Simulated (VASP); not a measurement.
# Ag in VASP: work function with PBE+D3(BJ)

Aim: the work function of Ag with PBE+D3(BJ).

Program: VASP 6.6.1. These are calculated values, not measurements. Logs are shortened: lines on timing, memory, paths and dates and some standing lists are left out, and cuts for length are marked.

## (1) The structure

The cell holds a slab with vacuum, 4 atoms: a = 2.905 Å, b = 2.905 Å, c = 30.468 Å, α = 90.00°, β = 90.00°, γ = 120.00°.

The cell was built by a generator and needn't be a form met in nature.

## (2) Work function, PBE+D3(BJ)

Contents of INCAR:

```
SYSTEM = Ag
  ALGO = Fast
  DIPOL = 0.5 0.5 0.500
  EDIFF = 1E-6
  ENCUT = 520
  GGA = PE
  IDIPOL = 3
  ISIF = 2
  ISMEAR = 1
  IVDW = 12
  LASPH = .True.
  LCHARG = .True.
  LDIPOL = .True.
  LELF = .True.
  LREAL = .False.
  LVACPOTAV = .True.
  LVHAR = .True.
  LWAVE = .False.
  NELM = 60
  PREC = Accurate
  SIGMA = 0.1
```

Contents of KPOINTS:

```
k-points
0
Gamma
  13 13 1
  0 0 0
```

Contents of POSCAR:

```
Ag                                      
1.0
    1.4523382500      2.5155236700      0.0000000000
   -2.9046765000      0.0000000000      0.0000000000
    0.0000000000      0.0000000000     30.4679631100
  Ag            
     4
Direct
     0.0000000000000000    0.0000000000000000    0.3847760556430957
     0.6666669999999968    0.3333330000000032    0.4616581585745705
     0.3333330000000032    0.6666669999999968    0.5383418414254296
     0.0000000000000000    0.0000000000000000    0.6152239443569044
```

Potentials or basis: VASP PAW PBE potentials, release 64 (Ag).

The run is started by

```sh
$ cat potpaw_PBE.64/Ag/POTCAR > POTCAR
$ mpirun -np 1 vasp_std > vasp.out
```

OUTCAR:

```text
SYSTEM = Ag
   EDIFF = 1E-6
   ENCUT = 520
   GGA = PE
   ISIF = 2
   ISMEAR = 1
   IVDW = 12
   LASPH = .True.
   LREAL = .False.
   NELM = 60
   PREC = Accurate
 IVDW          = 12

 ion  position               nearest neighbor table
   1  0.000  0.000  0.385-   2 2.88   2 2.88   2 2.88
   2  0.667  0.333  0.462-   3 2.88   3 2.88   3 2.88   1 2.88   1 2.88   1 2.88
   3  0.333  0.667  0.538-   2 2.88   2 2.88   2 2.88   4 2.88   4 2.88   4 2.88
   4  0.000  0.000  0.615-   3 2.88   3 2.88   3 2.88

  LATTYP: Found a hexagonal cell.
 ALAT       =     2.9046765270
 C/A-ratio  =    10.4892792111

  Lattice vectors:

 A1 = (   1.4523382500,   2.5155236700,   0.0000000000)
 A2 = (  -2.9046765000,   0.0000000000,   0.0000000000)
 A3 = (   0.0000000000,   0.0000000000,  30.4679631100)

Analysis of symmetry for initial positions (statically):
=====================================================================
 Subroutine PRICEL returns:
 Original cell was already a primitive cell.

 Routine SETGRP: Setting up the symmetry group for a
 hexagonal supercell.

 Subroutine GETGRP returns: Found 12 space group operations
 (whereof 12 operations were pure point group operations)
 out of a pool of 24 trial point group operations.

The static configuration has the point symmetry D_3d.

Analysis of symmetry for dynamics (positions and initial velocities):
=====================================================================
 Subroutine PRICEL returns:
 Original cell was already a primitive cell.

 Routine SETGRP: Setting up the symmetry group for a
 hexagonal supercell.

 Subroutine GETGRP returns: Found 12 space group operations
 (whereof 12 operations were pure point group operations)
 out of a pool of 24 trial point group operations.

The dynamic configuration has the point symmetry D_3d.

 Subroutine INISYM returns: Found 12 space group operations
 (whereof 12 operations are pure point group operations),
 and found     1 'primitive' translations

----------------------------------------------------------------------------------------

                                     Primitive cell

  volume of cell :     222.6228

  direct lattice vectors                    reciprocal lattice vectors
     1.452338250  2.515523670  0.000000000     0.000000000  0.397531541  0.000000000
    -2.904676500  0.000000000  0.000000000    -0.344272417  0.198765770  0.000000000
[... 91 lines left out ...]
   ISIF   =      2    stress and relaxation
   ISYM   =      2    0-nonsym 1-usesym 2-fastsym
   POTIM  = 0.5000    time-step for ionic-motion
   TEBEG  =    0.0;   TEEND  =   0.0 temperature during run
   PSTRESS=    0.0 pullay stress
   NELECT =      44.0000    total number of electrons
   NUPDOWN=      -1.0000    fix difference up-down
   EMIN   =  10.00;   EMAX   =-10.00  energy-range for DOS
   EFERMI =   0.00;   METHOD = LEGACY
   ISMEAR =     1;   SIGMA  =   0.10  broadening in eV -4-tet -1-fermi 0-gaus
   EFERMI_NEDOS =   21; number of points for ismear=-14 and -15
   IALGO  =     68    algorithm
   IMIX   =      4    mixing-type and parameters
     AMIX     =   0.40;   BMIX     =  1.00
     AMIX_MAG =   1.60;   BMIX_MAG =  1.00
  volume/ion in A,a.u.               =      55.66       375.58
  Fermi-wavevector in a.u.,A,eV,Ry     =   0.953606  1.802055 12.372666  0.909365
  Thomas-Fermi vector in A             =   2.082277
   LORBIT       =      0    0 simple, 1 ext, 2 COOP (PROOUT), +10 PAW based schemes
   GGA     = PE    functional components
   LHFCALC =     F    Hartree Fock is set to
   AEXX    =    0.0000 exact exchange contribution
   IVDW    =    12    specifies the selected vdW correction
   LEPSILON=     F    determine dielectric tensor
   LRPA    =     F    only Hartree local field effects (RPA)
 non-spin polarized calculation
 RMM-DIIS sequential band-by-band and
 Methfessel and Paxton  Order N= 1 SIGMA  =   0.10
  energy-cutoff  :      520.00
  volume of cell :      222.62
 maximum number of plane-waves:      6125
 NGX is ok and might be reduce to    24
   NGX = 11   NGY = 11   NGZ =113

 dipolmoment           0.000000      0.000000     -0.000000 electrons x Angstroem

 number of electron      44.0000012 magnetization

 dipolmoment           0.000000      0.000000      0.000000 electrons x Angstroem

 Free energy of the ion-electron system (eV)
  ---------------------------------------------------
  ext. energy  EPLUGINS =         0.00000000
  ---------------------------------------------------
  free energy    TOTEN  =       -10.17247985 eV

  energy without entropy =      -10.17236650  energy(sigma->0) =      -10.17244207

 E-fermi :  -0.5751     XC(G=0):  -4.3174

 val. band max:       -0.6149055913   @ k =   0.1538   0.0000   0.0000
 cond. band min:      -0.4943981313   @ k =   0.3077   0.0769   0.0000
 fundamental gap:      0.1205074600
 Fermi energy:        -0.5750978322

 k-point     1 :       0.0000    0.0000    0.0000
  band No.  band energies     occupation
      1      -7.9185      2.00000
      2      -7.0072      2.00000
      3      -6.6854      2.00000
      4      -6.5099      2.00000
      5      -5.3293      2.00000
      6      -5.3293      2.00000
[... 598 lines left out ...]
     25       3.9336      0.00000
     26       4.6541      0.00000

------------------------ aborting loop because EDIFF is reached ----------------------------------------

 Edisp (eV)   -1.78192

 E8    (eV) :    -0.8063

  FORCE on cell =-STRESS in cart. coord.  units (eV):
  Direction    XX          YY          ZZ          XY          YZ          ZX
  --------------------------------------------------------------------------------------
  -------------------------------------------------------------------------------------
  Total      -1.46267    -1.46267     0.04155    -0.00000    -0.00000     0.00000
  in kB     -10.52661   -10.52661     0.29899    -0.00000    -0.00000     0.00000
  external pressure =       -6.92 kB  Pullay stress =        0.00 kB

 VOLUME and BASIS-vectors are now :
 -----------------------------------------------------------------------------
  energy-cutoff  :      520.00
  volume of cell :      222.62
      direct lattice vectors                 reciprocal lattice vectors
     1.452338250  2.515523670  0.000000000     0.000000000  0.397531541  0.000000000
    -2.904676500  0.000000000  0.000000000    -0.344272417  0.198765770  0.000000000
     0.000000000  0.000000000 30.467963110     0.000000000  0.000000000  0.032821360

 POSITION                                       TOTAL-FORCE (eV/Angst)
 -----------------------------------------------------------------------------------
      0.00000      0.00000     11.72334        -0.000000      0.000000     -0.007574
      0.00000      1.67702     14.06578         0.000000      0.000000     -0.013513
     -1.45234      0.83851     16.40218        -0.000000     -0.000000      0.013513
      0.00000      0.00000     18.74462        -0.000000      0.000000      0.007574
 -----------------------------------------------------------------------------------
    total drift:                               -0.000000      0.000000      0.000000

  FREE ENERGIE OF THE ION-ELECTRON SYSTEM (eV)
  ---------------------------------------------------
  free  energy   TOTEN  =       -11.9543987847 eV

  energy  without entropy=      -11.9542854345  energy(sigma->0) =      -11.95436100

 vacuum level on the upper side and lower side of the slab         3.985         3.985
```

stdout:

```text
POSCAR found type information on POSCAR Ag
 POSCAR found :  1 types and       4 ions
 scaLAPACK will be used
 LDA part: xc-table for (Slater+PW92), standard interpolation
 POSCAR, INCAR and KPOINTS ok, starting setup
 FFT: planning ... GRIDC
 FFT: planning ... GRID_SOFT
 FFT: planning ... GRID
 WAVECAR not read
 entering main loop
 -----------------------------------------------------------------------------
|                                                                             |
|           W    W    AA    RRRRR   N    N  II  N    N   GGGG   !!!           |
|           W    W   A  A   R    R  NN   N  II  NN   N  G    G  !!!           |
|           W    W  A    A  R    R  N N  N  II  N N  N  G       !!!           |
|           W WW W  AAAAAA  RRRRR   N  N N  II  N  N N  G  GGG   !            |
|           WW  WW  A    A  R   R   N   NN  II  N   NN  G    G                |
|           W    W  A    A  R    R  N    N  II  N    N   GGGG   !!!           |
|                                                                             |
|     Did not find any points to average over, which means that no vacuum     |
|     field-free region was found. Please increase the size of  your cell     |
|     in the dimension of the dipole correction to obtain accurate            |
|     workfunction values.                                                    |
|                                                                             |
 -----------------------------------------------------------------------------
```

It took 2.3 min on 1 thread of Intel Xeon Platinum 8488C (Sapphire Rapids), shared host; peak memory 0.4 GiB.

What came out:

```yaml
Free_energy: -11.9544 eV
Largest_force: 0.014 eV/Å
Band_gap_on_the_k_mesh: none (metal or under the smearing width)
Dispersion_energy_per_atom: -0.445 eV
Work_function_of_the_upper_face: 4.56 eV
Work_function_of_the_lower_face: 4.56 eV
```

Forces in eV/Å, atoms in the order of the input:
```
Ag   0.000  0.000 -0.008
Ag   0.000  0.000 -0.014
Ag   0.000  0.000  0.014
Ag   0.000  0.000  0.008
```
